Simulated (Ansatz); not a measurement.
The system is TaN.

```
CELL_PARAMETERS angstrom
3.39912 0.00000 0.00000
0.00000 3.39912 0.00000
0.00000 0.00000 4.97696
ATOMIC_POSITIONS crystal
Ta 0.00000 0.00000 0.00000
Ta 0.50000 0.50000 0.00000
N 0.50000 0.00000 0.26700
N 0.00000 0.50000 0.73300
```

The cell was built by a generator and needn't be a form met in nature.

| Item | Value |
| --- | --- |
| Program | Ansatz 0.2.0 |
| Task | single point |
| Functional | PBE |
| Potentials or basis | Ansatz PAW |
| Cutoff | 420 eV (not typed: the program's choice for these potentials) |
| k mesh | 8 × 8 × 6 |
| Occupations | fermi-dirac, width 0.05 eV |
| Spin | no spin polarisation |

On this cell: pressure 37.8 GPa; largest force 2.684 eV/Å; band gap on the k mesh none (metal or under the smearing width).

The same run follows on a disturbed copy (atoms moved at random, drawn with an rms of 0.05 Å):

```
CELL_PARAMETERS angstrom
3.39912 0.00000 0.00000
0.00000 3.39912 0.00000
0.00000 0.00000 4.97696
ATOMIC_POSITIONS crystal
Ta 0.99817 0.00088 0.99575
Ta 0.49967 0.50684 0.00167
N 0.50514 0.99634 0.26761
N 0.99797 0.50032 0.72550
```

What does the disturbed cell give?

The energy (extrapolated to zero smearing) moves by +31.1 meV/atom; pressure 35.8 GPa; largest force 2.973 eV/Å; band gap on the k mesh none (metal or under the smearing width).

Forces in eV/Å, atoms in the order of the input:
```
Ta   0.353  0.781 -0.439
Ta  -0.210 -1.089  0.230
N   -0.202  0.281 -2.763
N    0.059  0.027  2.973
```

Stress tensor (GPa, compression positive):
```
 63.94   0.07  -0.95
  0.07  63.74   0.84
 -0.95   0.84 -20.38
```

Caveats: a pressure of tens of GPa on the cell as given is suspect, and the run, the potentials or the cell itself is likely at fault (some runs); forces of over 1 eV/Å show positions far from the minimum, so gaps and moduli don't describe the material at rest (some runs).
